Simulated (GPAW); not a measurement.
The system is InAs.

```xyz
2
Lattice="0.0000 2.8773 2.8773 2.8773 0.0000 2.8773 2.8773 2.8773 0.0000" Properties=species:S:1:pos:R:3 pbc="T T T"
In    2.8773    2.8773    2.8773
As    0.0000    0.0000    0.0000
```

Measurements of this composition are mostly on another form, of space group No. 216.

Base run:

```yaml
Program: GPAW 26.7.0
Functional: TPSS
Potentials_or_basis: GPAW PAW data sets (gpaw-data 1.2.1)
Cutoff: 600 eV
Basis: pw
k_mesh: 8 × 8 × 8
Occupations: fermi-dirac, width 0.05 eV
Spin: no spin polarisation
```

Its results: band gap on the k mesh none (metal or under the smearing width); pressure -1.7 GPa.

Task: The run is repeated on the same cell with these changes: functional from TPSS to SCAN. What comes out?

Result: Band gap on the k mesh none (metal or under the smearing width); pressure -2.9 GPa.

Caveats: the PAW data sets were made with another functional, which shifts forces and pressure a little.
